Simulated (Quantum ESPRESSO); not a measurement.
# Mo in Quantum ESPRESSO: the effect of Hubbard term

The system is Mo.

```
Mo
1.0
    -1.58381    1.58381    1.58381
     1.58381   -1.58381    1.58381
     1.58381    1.58381   -1.58381
Mo
1
Direct
  0.00000 0.00000 0.00000
```

Alike in all runs:

| Item | Value |
| --- | --- |
| Program | Quantum ESPRESSO 7.5 |
| Task | Hubbard U by linear response |
| Functional | PBEsol |
| Potentials or basis | GBRV 1.5 PBEsol |
| Cutoff | 612 eV |
| Density cutoff | 4898 eV |
| k mesh | 10 × 10 × 10 |
| Occupations | cold, width 0.2 eV |
| Spin | no spin polarisation |
| Start of the occupations | default |
| Hubbard projectors | ortho-atomic |
| Mixing beta | 0.3 |
| Most SCF iterations | 120 |
| SCF threshold | 2e-10 Ry |
| q mesh | 2 × 2 × 2 |

```csv
Hubbard term,pressure (GPa)
Mo d U = 0.0001 eV,?
Mo d U = 2.0 eV,-9.1
Mo d U = 4.0 eV,-6.5
Mo d U = 6.0 eV,-1.8
Mo d U = 8.0 eV,8.9
```

Q: What does the run with Hubbard term Mo d U = 0.0001 eV give?

A: Pressure -10.5 GPa.

Worked out: A parabola through the other rows of the pressure, of slope -2.13 GPa per eV there, extrapolates to -6.7 GPa, against the run's -10.5.

Caveats: the computed U isn't converged in cell size; U without spin polarisation on a metal has little footing; the U is typed as a test and isn't derived for this compound.
